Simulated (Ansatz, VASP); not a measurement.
## TaN: VASP beside Ansatz

Contents of INCAR:

```
PREC = Accurate ; ENCUT = 520
EDIFF = 1E-6 ; ISMEAR = 0
SIGMA = 0.1 ; LREAL = False
LASPH = True ; NELM = 150
ALGO = Normal ; ISIF = 2
LWAVE = False ; LCHARG = False
ISPIN = 2 ; MAGMOM = 1 1 1 0 0 0
LORBIT = 11 ; LMAXMIX = 4
GGA = PS ; NBANDS = 37
```

Contents of KPOINTS:

```
Automatic mesh
0
Gamma
  6 6 6
```

The input POSCAR:

```
TaN
1.0
    5.1849992558      0.0000000000      0.0000000000
   -2.5924996279      4.4903410741      0.0000000000
    0.0000000000      0.0000000000      2.9080000000
Ta N
3 3
Direct
    0.0000000000      0.0000000000      0.0000000000
    0.3333333333      0.6666666667      0.5000000000
    0.6666666667      0.3333333333      0.5000000000
    0.5000000000      0.0000000000      0.0000000000
    0.5000000000      0.5000000000      0.0000000000
    0.0000000000      0.5000000000      0.0000000000
```

Input for Ansatz:

```yaml
crystal:
  lattice:
    - [5.1849992558, 0.0, 0.0]
    - [-2.5924996279, 4.4903410741, 0.0]
    - [0.0, 0.0, 2.908]
  atoms:
    - { symbol: Ta, position: [0.0, 0.0, 0.0], spin: 1.0 }
    - { symbol: Ta, position: [0.3333333333, 0.6666666667, 0.5], spin: 1.0 }
    - { symbol: Ta, position: [0.6666666667, 0.3333333333, 0.5], spin: 1.0 }
    - { symbol: "N", position: [0.5, 0.0, 0.0] }
    - { symbol: "N", position: [0.5, 0.5, 0.0] }
    - { symbol: "N", position: [0.0, 0.5, 0.0] }
basis:
  ecutwfc: 420
kpoints:
  mp_grid: { grid: [6, 6, 6] }
hamiltonian:
  xc: pbesol
scf:
  occupations: { method: gaussian, width: 0.1 }
  lower_state_search: "off"
output:
  forces: true
  stress: true
  eigenvalues: true
  populations: true
magnetization:
  spin_polarized: true
```

Alike in both runs: task single point; functional PBEsol; k mesh 6 × 6 × 6; occupations gaussian, width 0.1 eV; collinear spin.

|  | VASP | Ansatz |
| --- | --- | --- |
| version | VASP 6.6.1 | Ansatz 0.2.0 |
| potentials or method | VASP PAW PBE potentials, release 64 (Ta_pv, N) | scalar-relativistic, plane waves, PAW |
| plane-wave cutoff (eV) | 520 | 420 |
| valence electrons in the cell | 48 | 54 |

```tsv
	VASP	Ansatz	Ansatz less VASP
gap on the k mesh at the Fermi level (eV)	none	none	-
pressure (GPa)	2.9	2.0	-0.94
largest component of the traceless stress (GPa)	1.62	1.85	+0.227
net moment per atom (μB)	0.00	0.00	0.000
```

A gap of «none» marks a metal or a gap that the smearing closes. With one functional, cell and mesh, what is left measures potentials, basis and numerics. The two sets of potentials don't hold the same shells in valence. Ansatz warned: «seeded_moment_not_kept».

Caveats: the k mesh is coarse (spacing up to 0.36 Å⁻¹), so the values aren't converged; the PAW data sets were made with another functional, which shifts forces and pressure a little (VASP). The runs have no spin-orbit coupling, so splittings on Ta are missing.
